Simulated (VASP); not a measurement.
# Rb (I4/mmm) in VASP: a series of runs, part 2 of 3

VASP 6.6.1. The steps go on from the part before.

## 4. Single point, PBE (volume scaled by 0.96)

File INCAR:

```
SYSTEM = Rb
PREC = Accurate
ENCUT = 520
EDIFF = 1E-6
ISMEAR = -1
SIGMA = 0.05
LREAL = .FALSE.
LASPH = .TRUE.
NELM = 100
ALGO = Normal
ISIF = 2
LWAVE = .FALSE.
LCHARG = .FALSE.
GGA = PE
NBANDS = 10
```

File KPOINTS:

```
Automatic mesh
0
G
  7 7 7
  0 0 0
```

File POSCAR:

```
Rb
1.0
   -2.9145811306      2.9145811306      2.6939373577
    2.9145811306     -2.9145811306      2.6939373577
    2.9145811306      2.9145811306     -2.6939373577
Rb
1
Direct
    0.0000000000      0.0000000000      0.0000000000
```

Potentials or basis: VASP PAW PBE potentials, release 64 (Rb_sv).

Launch:

```console
$ cat potpaw_PBE.64/Rb_sv/POTCAR > POTCAR
$ mpirun -np 1 vasp_std > vasp.out
```

OUTCAR:

```text
SYSTEM = Rb
   PREC = Accurate
   ENCUT = 520
   EDIFF = 1E-6
   ISMEAR = -1
   LREAL = .FALSE.
   LASPH = .TRUE.
   NELM = 100
   ISIF = 2
   GGA = PE

 ion  position               nearest neighbor table
   1  0.000  0.000  0.000-

  LATTYP: Found a body centered tetragonal cell.
 ALAT       =     5.8291622612
 C/A-ratio  =     0.9242965754

  Lattice vectors:

 A1 = (  -2.9145811306,   2.9145811306,   2.6939373577)
 A2 = (   2.9145811306,  -2.9145811306,   2.6939373577)
 A3 = (   2.9145811306,   2.9145811306,  -2.6939373577)

Analysis of symmetry for initial positions (statically):
=====================================================================
 Subroutine PRICEL returns:
 Original cell was already a primitive cell.

 Routine SETGRP: Setting up the symmetry group for a
 body centered tetragonal supercell.

 Subroutine GETGRP returns: Found 16 space group operations
 (whereof 16 operations were pure point group operations)
 out of a pool of 16 trial point group operations.

The static configuration has the point symmetry D_4h.

Analysis of symmetry for dynamics (positions and initial velocities):
=====================================================================
 Subroutine PRICEL returns:
 Original cell was already a primitive cell.

 Routine SETGRP: Setting up the symmetry group for a
 body centered tetragonal supercell.

 Subroutine GETGRP returns: Found 16 space group operations
 (whereof 16 operations were pure point group operations)
 out of a pool of 16 trial point group operations.

The dynamic configuration has the point symmetry D_4h.

 Subroutine INISYM returns: Found 16 space group operations
 (whereof 16 operations are pure point group operations),
 and found     1 'primitive' translations

----------------------------------------------------------------------------------------

                                     Primitive cell

  volume of cell :      91.5377

  direct lattice vectors                    reciprocal lattice vectors
    -2.914581131  2.914581131  2.693937358     0.000000000  0.171551238  0.185601940
     2.914581131 -2.914581131  2.693937358     0.171551238  0.000000000  0.185601940
     2.914581131  2.914581131 -2.693937358     0.171551238  0.171551238  0.000000000

  length of vectors
     4.924110561  4.924110561  4.924110561     0.252740791  0.252740791  0.242610087

  position of ions in fractional coordinates (direct lattice)
     0.000000000  0.000000000  0.000000000

  ion indices of the primitive-cell ions
   primitive index   ion index
                 1           1

----------------------------------------------------------------------------------------

 KPOINTS: Automatic mesh

Automatic generation of k-mesh.
 Grid dimensions read from file:
 generate k-points for:    7    7    7

 Generating k-lattice:

  Cartesian coordinates                     Fractional coordinates (reciprocal lattice)
     0.000000000  0.024507320  0.026514563     0.142857143  0.000000000  0.000000000
     0.024507320  0.000000000  0.026514563     0.000000000  0.142857143  0.000000000
     0.024507320  0.024507320  0.000000000     0.000000000  0.000000000  0.142857143

  Length of vectors
     0.036105827  0.036105827  0.034658584

  Shift w.r.t. Gamma in fractional coordinates (k-lattice)
     0.000000000  0.000000000  0.000000000

 Subroutine IBZKPT returns following result:
 ===========================================

 Found     40 irreducible k-points:

 Following reciprocal coordinates:
            Coordinates               Weight
  0.000000  0.000000  0.000000      1.000000
  0.142857  0.000000 -0.000000      8.000000
  0.285714  0.000000 -0.000000      8.000000
  0.428571  0.000000 -0.000000      8.000000
  0.142857  0.142857 -0.000000      8.000000
  0.285714  0.142857 -0.000000     16.000000
[... 16 lines left out ...]
 -0.142857  0.285714  0.142857      8.000000
 -0.428571  0.428571  0.142857      8.000000
 [... further k-points ...]
   k-points           NKPTS =     40   k-points in BZ     NKDIM =     40   number of bands    NBANDS=     10
   number of dos      NEDOS =    301   number of ions     NIONS =      1
   total plane-waves  NPLWV =  64000
   dimension x,y,z NGX =    40 NGY =   40 NGZ =   40
   dimension x,y,z NGXF=    80 NGYF=   80 NGZF=   80
   ions per type =               1
   NGX,Y,Z   is equivalent  to a cutoff of  13.50, 13.50, 13.50 a.u.
   NGXF,Y,Z  is equivalent  to a cutoff of  27.01, 27.01, 27.01 a.u.
 SYSTEM =  Rb
   PREC   = accura    normal or accurate (medium, high low for compatibility)
   ISTART =      0    job   : 0-new  1-cont  2-samecut
   ICHARG =      2    charge: 1-file 2-atom 10-const
   ISPIN  =      1    spin polarized calculation?
   LNONCOLLINEAR =      F non collinear calculations
   LSORBIT =      F    spin-orbit coupling
   LASPH  =      T    aspherical Exc in radial PAW
   ENCUT  =  520.0 eV  38.22 Ry    6.18 a.u.   9.16  9.16  9.16*2*pi/ulx,y,z
   NELM   =    100;   NELMIN=  2; NELMDL= -5     # of ELM steps
   EDIFF  = 0.1E-05   stopping-criterion for ELM
   LREAL  =      F    real-space projection
   EDIFFG = 0.1E-04   stopping-criterion for IOM
   NSW    =      0    number of steps for IOM
   IBRION =     -1    ionic relax: 0-MD 1-quasi-New 2-CG
   NFREE  =      0    steps in history (QN), initial steepest desc. (CG)
   ISIF   =      2    stress and relaxation
   ISYM   =      2    0-nonsym 1-usesym 2-fastsym
   POTIM  = 0.5000    time-step for ionic-motion
   TEBEG  =    0.0;   TEEND  =   0.0 temperature during run
   PSTRESS=    0.0 pullay stress
   NELECT =       9.0000    total number of electrons
   NUPDOWN=      -1.0000    fix difference up-down
   EMIN   =  10.00;   EMAX   =-10.00  energy-range for DOS
   EFERMI =   0.00;   METHOD = LEGACY
   ISMEAR =    -1;   SIGMA  =   0.05  broadening in eV -4-tet -1-fermi 0-gaus
   EFERMI_NEDOS =   21; number of points for ismear=-14 and -15
   IALGO  =     38    algorithm
   IMIX   =      4    mixing-type and parameters
     AMIX     =   0.40;   BMIX     =  1.00
     AMIX_MAG =   1.60;   BMIX_MAG =  1.00
  volume/ion in A,a.u.               =      91.54       617.73
  Fermi-wavevector in a.u.,A,eV,Ry     =   0.755595  1.427868  7.767890  0.570924
  Thomas-Fermi vector in A             =   1.853525
   LORBIT       =      0    0 simple, 1 ext, 2 COOP (PROOUT), +10 PAW based schemes
   GGA     = PE    functional components
   LHFCALC =     F    Hartree Fock is set to
   AEXX    =    0.0000 exact exchange contribution
   IVDW    =     0    specifies the selected vdW correction
   LEPSILON=     F    determine dielectric tensor
   LRPA    =     F    only Hartree local field effects (RPA)
 non-spin polarized calculation
  energy-cutoff  :      520.00
  volume of cell :       91.54
 maximum number of plane-waves:      2478
 NGX is ok and might be reduce to    40
   NGX = 19   NGY = 19   NGZ = 19

 number of electron       9.0000000 magnetization

 Free energy of the ion-electron system (eV)
  ---------------------------------------------------
  ext. energy  EPLUGINS =         0.00000000
  ---------------------------------------------------
  free energy    TOTEN  =        -0.94293988 eV

  energy without entropy =       -0.93605293  energy(sigma->0) =       -0.93949640

 E-fermi :  -0.0035     XC(G=0):  -5.4519

 val. band max:       -0.0579662716   @ k =   0.4286   0.0000  -0.0000
 cond. band min:       0.0047786701   @ k =  -0.4286   0.4286   0.1429
 fundamental gap:      0.0627449417
 Fermi energy:        -0.0035064660

 k-point     1 :       0.0000    0.0000    0.0000
  band No.  band energies     occupation
      1     -28.9078      2.00000
      2     -12.9507      2.00000
      3     -12.9507      2.00000
      4     -12.9503      2.00000
      5      -1.9652      2.00000
      6       3.4156      0.00000
      7       3.8296      0.00000
      8       3.8296      0.00000
      9       4.3162      0.00000
     10       4.8797      0.00000
[... 287 lines left out ...]
 k-point    24 :      -0.4286    0.4286    0.1429
  band No.  band energies     occupation
      1     -28.9036      2.00000
      2     -13.0360      2.00000
      3     -12.9816      2.00000
      4     -12.9621      2.00000
      5       0.0048      0.91734
      6       1.1068      0.00000
      7       3.0557      0.00000
      8       3.3388      0.00000
      9       4.5608      0.00000
     10       5.6477      0.00000

 [... further k-points ...]

------------------------ aborting loop because EDIFF is reached ----------------------------------------

  FORCE on cell =-STRESS in cart. coord.  units (eV):
  Direction    XX          YY          ZZ          XY          YZ          ZX
  --------------------------------------------------------------------------------------
  -------------------------------------------------------------------------------------
  Total       -0.0022079     -0.0022079     -0.0263216      0.0000000     -0.0000000      0.0000000
  in kB       -0.0386443     -0.0386443     -0.4607048      0.0000000     -0.0000000      0.0000000
  external PRESSURE =      -0.1793311 kB  Pullay stress =       0.0000000 kB

 VOLUME and BASIS-vectors are now :
 -----------------------------------------------------------------------------
  energy-cutoff  :      520.00
  volume of cell :       91.54
      direct lattice vectors                 reciprocal lattice vectors
    -2.914581131  2.914581131  2.693937358     0.000000000  0.171551238  0.185601940
     2.914581131 -2.914581131  2.693937358     0.171551238  0.000000000  0.185601940
     2.914581131  2.914581131 -2.693937358     0.171551238  0.171551238  0.000000000

 POSITION                                       TOTAL-FORCE (eV/Angst)
 -----------------------------------------------------------------------------------
      0.00000      0.00000      0.00000         0.000000      0.000000      0.000000
 -----------------------------------------------------------------------------------
    total drift:                               -0.000000      0.000000     -0.000000

  FREE ENERGIE OF THE ION-ELECTRON SYSTEM (eV)
  ---------------------------------------------------
  free  energy   TOTEN  =        -0.9429398759 eV

  energy  without entropy=       -0.9360529270  energy(sigma->0) =       -0.93949640
```

OSZICAR:

```text
N       E                     dE             d eps       ncg     rms          rms(c)
DAV:   1     0.431245784081E+02    0.43125E+02   -0.32446E+03   800   0.652E+02
DAV:   2     0.200051939348E+01   -0.41124E+02   -0.40212E+02   896   0.124E+02
DAV:   3    -0.835720904517E+00   -0.28362E+01   -0.28283E+01  1074   0.328E+01
DAV:   4    -0.939681079972E+00   -0.10396E+00   -0.10368E+00  1142   0.543E+00
DAV:   5    -0.941365156137E+00   -0.16841E-02   -0.16840E-02  1054   0.619E-01    0.120E+00
DAV:   6    -0.941906091052E+00   -0.54093E-03   -0.18923E-03  1114   0.248E-01    0.723E-01
DAV:   7    -0.942813633525E+00   -0.90754E-03   -0.31232E-03   906   0.321E-01    0.458E-02
DAV:   8    -0.942928678354E+00   -0.11504E-03   -0.12275E-04   926   0.873E-02    0.189E-02
DAV:   9    -0.942940107345E+00   -0.11429E-04   -0.11031E-05  1038   0.261E-02    0.501E-03
DAV:  10    -0.942939875944E+00    0.23140E-06   -0.34994E-06  1110   0.102E-02
   1 F= -.94293988E+00 E0= -.93949640E+00  d E =-.688695E-02
```

stdout:

```text
POSCAR found type information on POSCAR Rb
 POSCAR found :  1 types and       1 ions
 scaLAPACK will be used
 LDA part: xc-table for (Slater+PW92), standard interpolation
 POSCAR, INCAR and KPOINTS ok, starting setup
 FFT: planning ... GRIDC
 FFT: planning ... GRID_SOFT
 FFT: planning ... GRID
 WAVECAR not read
 entering main loop
```

Wall time 16 s (1 thread of Intel Xeon Platinum 8559C (Emerald Rapids), shared host); peak memory 0.23 GiB.

What came out:

```yaml
Free_energy: -0.9429 eV
Pressure: 0.0 GPa
Band_gap_on_the_k_mesh: none (metal or under the smearing width)
```

Levels at points of the mesh, in eV from the Fermi level:
```
           k point  band 3  band 4  band 5  band 6  band 7  band 8
(0.00, 0.00, 0.00)  -12.95  -12.95   -1.96    3.42    3.83    3.83
```

## 5. Single point, PBE (volume scaled by 1.04)

File INCAR:

```
ALGO     = Normal         # electronic algorithm
EDIFF    = 1E-6           # SCF threshold, eV
ENCUT    = 520            # plane-wave cutoff, eV
GGA      = PE             # functional
ISIF     = 2              # what is computed and relaxed
ISMEAR   = -1             # smearing method
LASPH    = True           # aspherical terms in the spheres
LCHARG   = False          # write CHGCAR
LREAL    = False          # projectors in reciprocal space
LWAVE    = False          # write WAVECAR
NBANDS   = 10             # bands
NELM     = 60             # most SCF steps
PREC     = Accurate       # precision mode
SIGMA    = 0.05           # smearing width, eV
```

File KPOINTS:

```
k-points
0
Gamma
  7 7 7
```

File POSCAR:

```
Rb
1.0
   -2.9933914762      2.9933914762      2.7667814902
    2.9933914762     -2.9933914762      2.7667814902
    2.9933914762      2.9933914762     -2.7667814902
Rb
1
Direct
    0.0000000000      0.0000000000      0.0000000000
```

Potentials or basis: VASP PAW PBE potentials, release 64 (Rb_sv).

Launch:

```console
$ cat potpaw_PBE.64/Rb_sv/POTCAR > POTCAR
$ mpirun -np 1 vasp_std > vasp.out
```

OUTCAR:

```text
EDIFF = 1E-6
   ENCUT = 520
   GGA = PE
   ISIF = 2
   ISMEAR = -1
   LASPH = True
   LREAL = False
   NELM = 60
   PREC = Accurate

 ion  position               nearest neighbor table
   1  0.000  0.000  0.000-

  LATTYP: Found a body centered tetragonal cell.
 ALAT       =     5.9867829524
 C/A-ratio  =     0.9242965754

  Lattice vectors:

 A1 = (  -2.9933914762,   2.9933914762,   2.7667814902)
 A2 = (   2.9933914762,  -2.9933914762,   2.7667814902)
 A3 = (   2.9933914762,   2.9933914762,  -2.7667814902)

Analysis of symmetry for initial positions (statically):
=====================================================================
 Subroutine PRICEL returns:
 Original cell was already a primitive cell.

 Routine SETGRP: Setting up the symmetry group for a
 body centered tetragonal supercell.

 Subroutine GETGRP returns: Found 16 space group operations
 (whereof 16 operations were pure point group operations)
 out of a pool of 16 trial point group operations.

The static configuration has the point symmetry D_4h.

Analysis of symmetry for dynamics (positions and initial velocities):
=====================================================================
 Subroutine PRICEL returns:
 Original cell was already a primitive cell.

 Routine SETGRP: Setting up the symmetry group for a
 body centered tetragonal supercell.

 Subroutine GETGRP returns: Found 16 space group operations
 (whereof 16 operations were pure point group operations)
 out of a pool of 16 trial point group operations.

The dynamic configuration has the point symmetry D_4h.

 Subroutine INISYM returns: Found 16 space group operations
 (whereof 16 operations are pure point group operations),
 and found     1 'primitive' translations

----------------------------------------------------------------------------------------

                                     Primitive cell

[... 112 lines left out ...]
   LORBIT       =      0    0 simple, 1 ext, 2 COOP (PROOUT), +10 PAW based schemes
   GGA     = PE    functional components
   LHFCALC =     F    Hartree Fock is set to
   AEXX    =    0.0000 exact exchange contribution
   IVDW    =     0    specifies the selected vdW correction
   LEPSILON=     F    determine dielectric tensor
   LRPA    =     F    only Hartree local field effects (RPA)
 non-spin polarized calculation
  energy-cutoff  :      520.00
  volume of cell :       99.17
 maximum number of plane-waves:      2690
 NGX is ok and might be reduce to    40
   NGX = 19   NGY = 19   NGZ = 19

 number of electron       9.0000000 magnetization

 Free energy of the ion-electron system (eV)
  ---------------------------------------------------
  ext. energy  EPLUGINS =         0.00000000
  ---------------------------------------------------
  free energy    TOTEN  =        -0.93733263 eV

  energy without entropy =       -0.93017960  energy(sigma->0) =       -0.93375612

 E-fermi :  -0.1729     XC(G=0):  -5.2640

 val. band max:       -0.2202331574   @ k =   0.4286   0.0000   0.0000
 cond. band min:      -0.1658089715   @ k =  -0.4286   0.4286   0.1429
 fundamental gap:      0.0544241859
 Fermi energy:        -0.1728769003

 k-point     1 :       0.0000    0.0000    0.0000
  band No.  band energies     occupation
      1     -29.1240      2.00000
      2     -13.1733      2.00000
      3     -13.1733      2.00000
      4     -13.1727      2.00000
      5      -2.0315      2.00000
      6       3.1820      0.00000
      7       3.5738      0.00000
      8       3.5738      0.00000
      9       4.0325      0.00000
     10       4.5640      0.00000
[... 287 lines left out ...]
 k-point    24 :      -0.4286    0.4286    0.1429
  band No.  band energies     occupation
      1     -29.1211      2.00000
      2     -13.2374      2.00000
      3     -13.1966      2.00000
      4     -13.1818      2.00000
      5      -0.1658      0.92944
      6       0.9065      0.00000
      7       2.8240      0.00000
      8       3.0755      0.00000
      9       4.2363      0.00000
     10       5.2421      0.00000

 [... further k-points ...]

------------------------ aborting loop because EDIFF is reached ----------------------------------------

  FORCE on cell =-STRESS in cart. coord.  units (eV):
  Direction    XX          YY          ZZ          XY          YZ          ZX
  --------------------------------------------------------------------------------------
  -------------------------------------------------------------------------------------
  Total       -0.1170652     -0.1170652     -0.1435231      0.0000000     -0.0000000     -0.0000000
  in kB       -1.8913708     -1.8913708     -2.3188379      0.0000000     -0.0000000     -0.0000000
  external PRESSURE =      -2.0338598 kB  Pullay stress =       0.0000000 kB

 VOLUME and BASIS-vectors are now :
 -----------------------------------------------------------------------------
  energy-cutoff  :      520.00
  volume of cell :       99.17
      direct lattice vectors                 reciprocal lattice vectors
    -2.993391476  2.993391476  2.766781490     0.000000000  0.167034617  0.180715391
     2.993391476 -2.993391476  2.766781490     0.167034617  0.000000000  0.180715391
     2.993391476  2.993391476 -2.766781490     0.167034617  0.167034617  0.000000000

 POSITION                                       TOTAL-FORCE (eV/Angst)
 -----------------------------------------------------------------------------------
      0.00000      0.00000      0.00000         0.000000      0.000000      0.000000
 -----------------------------------------------------------------------------------
    total drift:                                0.000000      0.000000     -0.000000

  FREE ENERGIE OF THE ION-ELECTRON SYSTEM (eV)
  ---------------------------------------------------
  free  energy   TOTEN  =        -0.9373326302 eV

  energy  without entropy=       -0.9301796007  energy(sigma->0) =       -0.93375612
```

OSZICAR:

```text
N       E                     dE             d eps       ncg     rms          rms(c)
DAV:   1     0.448960853783E+02    0.44896E+02   -0.31878E+03   800   0.644E+02
DAV:   2     0.228330494405E+01   -0.42613E+02   -0.41347E+02   902   0.123E+02
DAV:   3    -0.792465013543E+00   -0.30758E+01   -0.30714E+01  1004   0.336E+01
DAV:   4    -0.932931144110E+00   -0.14047E+00   -0.14032E+00  1160   0.646E+00
DAV:   5    -0.935196870326E+00   -0.22657E-02   -0.22657E-02  1066   0.766E-01    0.108E+00
DAV:   6    -0.936090043052E+00   -0.89317E-03   -0.17996E-03  1166   0.244E-01    0.643E-01
DAV:   7    -0.937188807807E+00   -0.10988E-02   -0.28881E-03   932   0.312E-01    0.431E-02
DAV:   8    -0.937320082883E+00   -0.13128E-03   -0.11465E-04   962   0.812E-02    0.214E-02
DAV:   9    -0.937332821727E+00   -0.12739E-04   -0.12257E-05  1078   0.270E-02    0.520E-03
DAV:  10    -0.937332630153E+00    0.19157E-06   -0.30375E-06  1146   0.935E-03
   1 F= -.93733263E+00 E0= -.93375612E+00  d E =-.715303E-02
```

stdout:

```text
POSCAR found type information on POSCAR Rb
 POSCAR found :  1 types and       1 ions
 scaLAPACK will be used
 LDA part: xc-table for (Slater+PW92), standard interpolation
 POSCAR, INCAR and KPOINTS ok, starting setup
 FFT: planning ... GRIDC
 FFT: planning ... GRID_SOFT
 FFT: planning ... GRID
 WAVECAR not read
 entering main loop
```

It took 19 s on 1 thread of Intel Xeon Platinum 8559C (Emerald Rapids), shared host; peak memory 0.24 GiB.

What came out:

* Free energy: -0.9373 eV
* Pressure: -0.2 GPa
* Band gap on the k mesh: none (metal or under the smearing width)

(Continued in part 3 of 3.)
